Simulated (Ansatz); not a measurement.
The elements of this relaxed trial crystal are hidden behind letters.

```
lattice vectors (Å)
   3.9797    0.0000    0.0000
   0.0000    3.9797    0.0000
   0.0000    0.0000    3.9797
fractional positions
X 0.0000 0.0000 0.0000
Z 0.5000 0.0000 0.5000
Z 0.0000 0.5000 0.5000
Z 0.5000 0.5000 0.0000
```

These are results of Ansatz 0.2.0, DFT PBE, scalar-relativistic, plane waves, PAW, not measurements. Cutoff 420 eV, Γ-centred 12×12×12 mesh (4-atom cell), Gaussian smearing of 0.10 eV, no spin polarisation.

- Space group: Pm-3m (No. 221)
- Conventional cell: a = 3.980 Å
- Volume per atom: 15.76 Å³
- Density: 3.39 g/cm³
- Energy over the elements: −0.37 eV/atom
- Gap on the 12×12×12 mesh of the 4-atom cell: 0 eV (a metal)

Energies are uncorrected and count from the elements' standard states at the same level.

Question: X is a d-block element of period 4 and Z is a p-block element of period 3. Which elements are they?

Answer: X = Ti, Z = Al, so the formula is TiAl3, here in the Cu3Au (L1_2) type. Density times volume gives a mean mass of 3.39 × 15.76/1.6605 = 32.2 u per atom, and this set has 32.2 u. Ti is surrounded by 12 Al at 2.81 Å; around Al lie 4 Ti at 2.81 Å and 8 Al at 2.81 Å. Other sets within the hints have nearly the same mass, so mass alone doesn't settle it; this one was computed.

A later test with randomly moved atoms came back to the same energy, though modes that don't fit the test's cell weren't probed.
